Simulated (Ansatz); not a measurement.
Ta:

```xyz
1
Lattice="-1.6513 1.6513 1.6513 1.6513 -1.6513 1.6513 1.6513 1.6513 -1.6513" Properties=species:S:1:pos:R:3 pbc="T T T"
Ta    0.0000    0.0000    0.0000
```

* Program: Ansatz 0.2.0
* Task: relaxation of cell and atoms
* Functional: revPBE
* Dispersion: D3(BJ)
* Potentials or basis: all-electron LAPW, scalar-relativistic
* Basis error allowed: 0.001 eV/atom
* k mesh: 11 × 11 × 11
* Occupations: fermi-dirac, width 0.05 eV
* Spin: no spin polarisation

At the start: volume 18.01 Å³/atom.

Task: Where does the relaxation end?

Result: Over 4 steps the energy falls by 9.5 meV/atom and the volume is 17.49 Å³/atom (-2.9 %); space group Im-3m (No. 229, to 0.05 Å).

Step by step:
| step | energy change (eV) | largest force (eV/Å) | volume (Å³) |
| --- | --- | --- | --- |
| 1 | 0.0000 | 0.0000 | 18.01 |
| 2 | -0.0093 | 0.0000 | 17.57 |
| 3 | -0.0095 | 0.0000 | 17.49 |
| 4 | -0.0095 | 0.0000 | 17.49 |

Final structure:
```
CELL_PARAMETERS angstrom
-1.63529 1.63529 1.63529
1.63529 -1.63529 1.63529
1.63529 1.63529 -1.63529
ATOMIC_POSITIONS crystal
Ta 0.00000 0.00000 0.00000
```
